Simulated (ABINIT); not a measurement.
Crystal: Fe.

```
Fe
1.0
     0.00000    1.94174    1.96511
     1.49844    0.00000    1.96511
     1.49844    1.94174    0.00000
Fe
1
Direct
  0.00000 0.00000 0.00000
```

```yaml
Program: ABINIT 10.8.3 (patched build)
Task: relaxation of cell and atoms
Functional: LDA
Potentials_or_basis: JTH PAW LDA v2.0
Cutoff: 707 eV
k_mesh: 8 × 8 × 8
Occupations: fermi-dirac, width 0.05 eV
Spin: collinear spin, ferromagnetic start
Starting_moments: "[3.0] μB"
```

At the start: pressure -17.6 GPa; volume 11.44 Å³/atom.

Problem. Where does the relaxation end?

Solution. Over 11 steps the energy falls by 91.3 meV/atom and the volume is 10.40 Å³/atom (-9.1 %); space group Im-3m (No. 229, to 0.05 Å); moment 1.98 μB per cell.

The path:
| step | energy change (eV) | largest force (eV/Å) | pressure (GPa) | volume (Å³) |
| --- | --- | --- | --- | --- |
| 1 | 0.0000 | 0.0000 | -17.56 | 11.44 |
| 2 | -0.0565 | 0.0000 | -9.87 | 10.83 |
| 3 | -0.0739 | 0.0000 | 8.56 | 10.04 |
| 4 | -0.0824 | 0.0000 | 1.60 | 10.31 |
| 5 | -0.0859 | 0.0000 | 0.22 | 10.38 |
| 6 | -0.0909 | 0.0000 | -1.61 | 10.46 |
| 7 | -0.0912 | 0.0000 | -0.27 | 10.41 |
| 8 | -0.0913 | 0.0000 | 0.01 | 10.40 |
| 9 | -0.0913 | 0.0000 | 0.06 | 10.40 |
| 10 | -0.0913 | 0.0000 | 0.03 | 10.40 |
| 11 | -0.0913 | 0.0000 | 0.01 | 10.40 |

Final structure:
```cif
data_structure
_symmetry_space_group_name_H-M 'P 1'
_symmetry_Int_Tables_number 1
_cell_length_a 2.7500
_cell_length_b 2.3816
_cell_length_c 2.3816
_cell_angle_alpha 70.530
_cell_angle_beta 54.735
_cell_angle_gamma 54.735
_cell_volume 10.40
loop_
_atom_site_label
_atom_site_type_symbol
_atom_site_fract_x
_atom_site_fract_y
_atom_site_fract_z
_atom_site_occupancy
Fe1 Fe 0.00000 0.00000 0.00000 1
```

Caveat: the k mesh is coarse (spacing up to 0.39 Å⁻¹), so the values aren't converged.
